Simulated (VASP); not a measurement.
# Settings for C: equation of state

C, Fd-3m (no. 227), 2 atoms in the cell. PBE; PAW potentials C (PBE set). VASP 6.6.1.

Wanted: equilibrium volume within 0.2 %; bulk modulus within 1 %.

What the run is for: equation of state; Accuracy asked: standard.

The series start from Plane-wave cutoff (eV): 520; k-point mesh: 11 × 11 × 11; Volumes: 5 from 0.92 to 1.08; Precision mode (PREC): Accurate; Electronic threshold (eV): 1e-6; Aspherical gradient terms in the spheres (LASPH): yes; Start of each volume: each volume from scratch. Each series keeps the choices made before it, and each single choice may use up half of a tolerance. Times cover all steps of a run.

## Plane-wave cutoff (eV)

| Plane-wave cutoff (eV) | Equilibrium volume (Å³/atom) | Bulk modulus (GPa) | Time (s) |
|---|---|---|---|
| 320 | 5.668 | 444 | 7.3 |
| 400 | 5.7 | 430 | 9.7 |
| 460 | 5.707 | 432.7 | 13 |
| 520 | 5.707 | 433.8 | 16 |
| 600 | 5.704 | 435.2 | 16 |
| 700 | 5.699 | 434.2 | 18 |
| 840 (reference) | 5.699 | 433.2 | 16 |

Chosen: 600, the loosest value from which every tighter one stays within half of the tolerance.

## k-point mesh

| k-point mesh | Equilibrium volume (Å³/atom) | Bulk modulus (GPa) | Time (s) |
|---|---|---|---|
| 4 × 4 × 4 | 5.718 | 433.5 | 8.6 |
| 5 × 5 × 5 | 5.708 | 435.5 | 8.5 |
| 6 × 6 × 6 | 5.705 | 435.3 | 9.4 |
| 7 × 7 × 7 | 5.704 | 435.1 | 10 |
| 9 × 9 × 9 | 5.704 | 435.1 | 13 |
| 11 × 11 × 11 | 5.704 | 435.2 | 16 |
| 13 × 13 × 13 | 5.704 | 434.9 | 23 |
| 17 × 17 × 17 (reference) | 5.704 | 434.9 | 39 |

Chosen: 5 × 5 × 5.

## Volumes

| Volumes | Equilibrium volume (Å³/atom) | Bulk modulus (GPa) | Time (s) |
|---|---|---|---|
| 5 from 0.88 to 1.12 | 5.708 | 434.5 | 7.7 |
| 5 from 0.92 to 1.08 | 5.708 | 435.5 | 8.5 |
| 7 from 0.91 to 1.09 (reference) | 5.708 | 435.5 | 12 |

Chosen: 5 from 0.88 to 1.12.

## Precision mode (PREC)

| Precision mode (PREC) | Equilibrium volume (Å³/atom) | Bulk modulus (GPa) | Time (s) |
|---|---|---|---|
| SingleN | 5.708 | 434.5 | 6.3 |
| Normal | 5.708 | 434.5 | 7.1 |
| Accurate (reference) | 5.708 | 434.5 | 7.7 |

Chosen: SingleN.

## Electronic threshold (eV)

| Electronic threshold (eV) | Equilibrium volume (Å³/atom) | Bulk modulus (GPa) | Time (s) |
|---|---|---|---|
| 0.001 | 5.708 | 434.6 | 5.7 |
| 0.0001 | 5.708 | 434.6 | 6.0 |
| 1e-5 | 5.708 | 434.5 | 6.7 |
| 1e-6 | 5.708 | 434.5 | 6.3 |
| 1e-7 (reference) | 5.708 | 434.5 | 6.6 |

Chosen: 0.001.

## Aspherical gradient terms in the spheres (LASPH)

| Aspherical gradient terms in the spheres (LASPH) | Equilibrium volume (Å³/atom) | Bulk modulus (GPa) | Time (s) |
|---|---|---|---|
| no | 5.708 | 434.6 | 4.6 |
| yes (reference) | 5.708 | 434.6 | 5.7 |

Chosen: no.

## Start of each volume

| Start of each volume | Equilibrium volume (Å³/atom) | Bulk modulus (GPa) | Time (s) |
|---|---|---|---|
| each volume from scratch | 5.708 | 434.6 | 4.6 |
| orbitals of the volume before (WAVECAR) | 5.708 | 434.6 | 3.8 |

Chosen: orbitals of the volume before (WAVECAR); it saves 0.8 s of 4.6, so each volume from scratch would do nearly as well.

## All choices together

| Input | Equilibrium volume (Å³/atom) | Bulk modulus (GPa) | Time (s) |
|---|---|---|---|
| the program's defaults (naive) | 5.69 | 438.2 | 4.6 |
| chosen settings | 5.708 | 434.6 | 3.8 |
| reference settings throughout | 5.699 | 433.1 | 80 |

The tolerance is met.

## The input

INCAR:
```
SYSTEM = C
ALGO = Normal ; EDIFF = 0.001
EFERMI = MIDGAP ; ENCUT = 600
GGA = PE ; GGA_COMPAT = .False.
ISIF = 2 ; ISMEAR = 0
LASPH = .False. ; LCHARG = .False.
LREAL = .False. ; LWAVE = .True.
NELM = 120 ; NSW = 0
PREC = SingleN ; SIGMA = 0.03
```

KPOINTS:
```
Automatic mesh
0
Gamma
  5 5 5
  0 0 0
```

POSCAR.step1:
```
C
1.0
    0.0000000000      1.7089748861      1.7089748861
    1.7089748861      0.0000000000      1.7089748861
    1.7089748861      1.7089748861      0.0000000000
C
2
Direct
    0.7500000000      0.7500000000      0.7500000000
    0.5000000000      0.5000000000      0.5000000000
```

POSCAR.step2:
```
C
1.0
    0.0000000000      1.7469644787      1.7469644787
    1.7469644787      0.0000000000      1.7469644787
    1.7469644787      1.7469644787      0.0000000000
C
2
Direct
    0.7500000000      0.7500000000      0.7500000000
    0.5000000000      0.5000000000      0.5000000000
```

POSCAR.step3:
```
C
1.0
    0.0000000000      1.7833700000      1.7833700000
    1.7833700000      0.0000000000      1.7833700000
    1.7833700000      1.7833700000      0.0000000000
C
2
Direct
    0.7500000000      0.7500000000      0.7500000000
    0.5000000000      0.5000000000      0.5000000000
```

POSCAR.step4:
```
C
1.0
    0.0000000000      1.8183469191      1.8183469191
    1.8183469191      0.0000000000      1.8183469191
    1.8183469191      1.8183469191      0.0000000000
C
2
Direct
    0.7500000000      0.7500000000      0.7500000000
    0.5000000000      0.5000000000      0.5000000000
```

POSCAR.step5:
```
C
1.0
    0.0000000000      1.8520276413      1.8520276413
    1.8520276413      0.0000000000      1.8520276413
    1.8520276413      1.8520276413      0.0000000000
C
2
Direct
    0.7500000000      0.7500000000      0.7500000000
    0.5000000000      0.5000000000      0.5000000000
```

Commands (each step's output is kept before the next begins):
```
cat potpaw_PBE.64/C/POTCAR > POTCAR
cp POSCAR.step1 POSCAR
mpirun -np 1 vasp_std > vasp.out
cp POSCAR.step2 POSCAR
mpirun -np 1 vasp_std > vasp.out
cp POSCAR.step3 POSCAR
mpirun -np 1 vasp_std > vasp.out
cp POSCAR.step4 POSCAR
mpirun -np 1 vasp_std > vasp.out
cp POSCAR.step5 POSCAR
mpirun -np 1 vasp_std > vasp.out
```

The chosen input took VASP 6.6.1 3.8 s on 1 core (Intel Xeon 6975P-C (Granite Rapids)), a shared host.

## An input that fails: cutoff far too low

It runs to its end, but against the unchanged starting input it is off by 3.8 % in the equilibrium volume, 9 % in the bulk modulus.

Changes against the starting input:
```
(all steps)
- PREC = Accurate
- NELM = 120
- ENCUT = 520
+ PREC = Low
+ NELM = 72
+ ENCUT = 240
```
